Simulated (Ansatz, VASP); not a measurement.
# One calculation of AlN, two programs

```
Al N
1.0
     2.23461    2.23461    0.00000
    -2.23461    2.23461    0.00000
     0.00000    0.00000    4.46922
Al N
2 2
Cartesian
  0.0000 0.0000 0.0000
  0.0000 2.2346 2.2346
  1.1173 1.1173 1.1173
  -1.1173 1.1173 3.3519
```

Change from the starting cell: equal strain along all axes, cell held, atoms relaxed: +1.5 %.

Alike in both runs: task single point; functional PBE; k mesh 8 × 8 × 6; occupations gaussian, width 0.02 eV; no spin polarisation.

```csv
,VASP,Ansatz
version,VASP 6.6.1,Ansatz 0.2.0
potentials or method,"VASP PAW PBE potentials, release 64 (Al, N)","scalar-relativistic, plane waves, PAW"
plane-wave cutoff (eV),520,420
valence electrons in the cell,16,16
```

|  | VASP | Ansatz | Ansatz less VASP |
| --- | --- | --- | --- |
| gap on the k mesh at the Fermi level (eV) | 3.28 | 3.28 | +0.005 |
| least direct gap on the mesh (eV) | 3.28 | 3.28 | +0.005 |
| pressure (GPa) | -8.1 | -7.9 | +0.26 |

A k mesh can miss the band edges.
